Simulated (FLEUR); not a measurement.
The system is ZrS2.

```xyz
3
Lattice="3.6914 0.0000 0.0000 -1.8457 3.1968 0.0000 0.0000 0.0000 6.0411" Properties=species:S:1:pos:R:3 pbc="T T T"
Zr    0.0000    0.0000    0.0000
S     0.0000    2.1312    1.4372
S     1.8457    1.0656    4.6038
```

The cell is a database's computed one.

Base run:

* Program: FLEUR MaX-R8.1 (later development tree)
* Functional: RPBE
* Potentials or basis: all-electron
* Basis: FLAPW
* Kmax: 5.08 1/bohr
* k mesh: 6 × 6 × 4
* Occupations: fermi-dirac, width 0.05 eV
* Spin: spin-orbit coupling, no magnetisation

Its results: band gap on the k mesh 1.23 eV, indirect (least direct gap 1.76 eV).

**Question.** The run is repeated on the same cell with these changes: functional from RPBE to PBE. What comes out?

**Answer.** Band gap on the k mesh 1.05 eV, indirect (least direct gap 1.60 eV).

Caveats: spin-orbit coupling is added in second variation on a limited number of bands.

Not every run made on this cell is shown here.
